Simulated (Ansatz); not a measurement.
# SnSe: the crystal squeezed far

An exercise on one series of results from a longer session: the logs are not shown, and one member is left open.

Program: Ansatz 0.2.0. Level of theory: DFT, r2SCAN, PAW with Ansatz's default frozen-core files, scalar-relativistic. These are calculated values, not measurements.

1 further run of the same task is left out (set aside as unsound or not needed). Runs told in other sessions of the task aren't counted.

### The starting structure

It takes space group F-43m (No. 216, cubic). Conventional cell: a = 6.109 Å, b = 6.109 Å, c = 6.109 Å, α = 90.00°, β = 90.00°, γ = 90.00°. Around Sn (site symmetry -43m) lie 4 Se at 2.65 Å. Se (site symmetry -43m) has 4 Sn at 2.65 Å in its first shell of neighbours.

As a file:

```cif
data_structure
_symmetry_space_group_name_H-M 'P 1'
_symmetry_Int_Tables_number 1
_cell_length_a 4.3200
_cell_length_b 4.3200
_cell_length_c 4.3200
_cell_angle_alpha 60.000
_cell_angle_beta 60.000
_cell_angle_gamma 60.000
_cell_volume 57.01
loop_
_atom_site_label
_atom_site_type_symbol
_atom_site_fract_x
_atom_site_fract_y
_atom_site_fract_z
_atom_site_occupancy
Sn1 Sn 0.00000 0.00000 0.00000 1
Se1 Se 0.25000 0.25000 0.25000 1
```

Whether this phase is the stable one at these pressures isn't tested.

Atoms are numbered in the order of the input: Sn1, Se2.

The first run:

input.yaml

```yaml
crystal:
  lattice:
    - [0.0, 3.0546685047, 3.0546685047]
    - [3.0546685047, 0.0, 3.0546685047]
    - [3.0546685047, 3.0546685047, 0.0]
  atoms:
    - { symbol: Sn, position: [0.0, 0.0, 0.0] }
    - { symbol: Se, position: [0.25, 0.25, 0.25] }
kpoints:
  mp_grid: { grid: [12, 12, 12] }
scf:
  occupations: { method: fermi_dirac, width: 0.1 }
hamiltonian:
  xc: r2scan
  pseudopotentials: { kind: paw }
output:
  forces: true
  stress: true
relax:
  f_tol: 0.005
  max_steps: 40
  cell: {}
```

Launch:

```sh
> ansatz run input.yaml --threads 1 --pin off --max-ram 2048MiB --backend cpu --events-out ev --progress --plain --runs-dir out
```

Among the steps run: Cell relaxed at zero pressure, PAW; Volume scaled by 1, PAW; Volume scaled by 0.94, PAW; Volume scaled by 0.88, PAW; Volume scaled by 0.8, PAW; Volume scaled by 0.72, PAW; Volume scaled by 0.64, PAW; Volume scaled by 0.55, PAW; Volume scaled by 0.55, PAW (cutoff 300 eV).

One of the session's tables, all rows but one given; the rest of the session is left out.

| method | volume over the first | volume (Å³/atom) | pressure (GPa) |
| --- | --- | --- | --- |
| PAW | 1 | 37.931 | 0.02 |
| PAW | 0.94 | 35.655 | 2.28 |
| PAW | 0.88 | 33.379 | 5.21 |
| PAW | 0.8 | 30.345 | 10.64 |
| PAW | 0.72 | ? | ? |
| PAW | 0.64 | 24.276 | 32.22 |
| PAW | 0.55 | 20.862 | 58.69 |
| PAW (cutoff 300 eV) | 0.55 | 20.862 | 58.99 |

Estimate the missing values for PAW, 0.72.

As computed: volume (Å³/atom): 27.310; pressure (GPa): 18.94. In the column «volume (Å³/atom)» it lies between PAW, 0.64 (24.276) and PAW, 0.8 (30.345).

Limits of these values: Warnings in the runs' records: cutoff below recommended.
